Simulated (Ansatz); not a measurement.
The system is V.

```
V
1.0
    -1.51435    1.51435    1.51435
     1.51435   -1.51435    1.51435
     1.51435    1.51435   -1.51435
V
1
Direct
  0.00000 0.00000 0.00000
```

Base run:

```yaml
Program: Ansatz 0.2.0
Functional: PBEsol
Potentials_or_basis: all-electron LAPW, scalar-relativistic
Cutoff: 257 eV
Density_cutoff: 1029 eV
Basis_error_allowed: 0.001 eV/atom
k_mesh: 12 × 12 × 12
Occupations: fermi-dirac, width 0.05 eV
Spin: collinear spin, ferromagnetic start
Starting_moments: "[2.0] μB"
```

Its results: band gap on the k mesh none (metal or under the smearing width); pressure -12.1 GPa; net moment 0.00 μB per cell.

Problem. The run is repeated on the same cell with these changes: hubbard terms from none to V d U = 6 eV. What comes out?

Solution. Band gap on the k mesh none (metal or under the smearing width); pressure 55.9 GPa; net moment 2.71 μB per cell; site moments V +2.51 μB.

Caveats: the magnetic state may not be the lowest (some runs); U is the effective U less J, on atomic orbitals that reach past the spheres (some runs); a pressure of tens of GPa on the cell as given is suspect, and the run, the potentials or the cell itself is likely at fault (some runs); the U is typed as a test and isn't derived for this compound (some runs).

Not every run made on this cell is shown here.
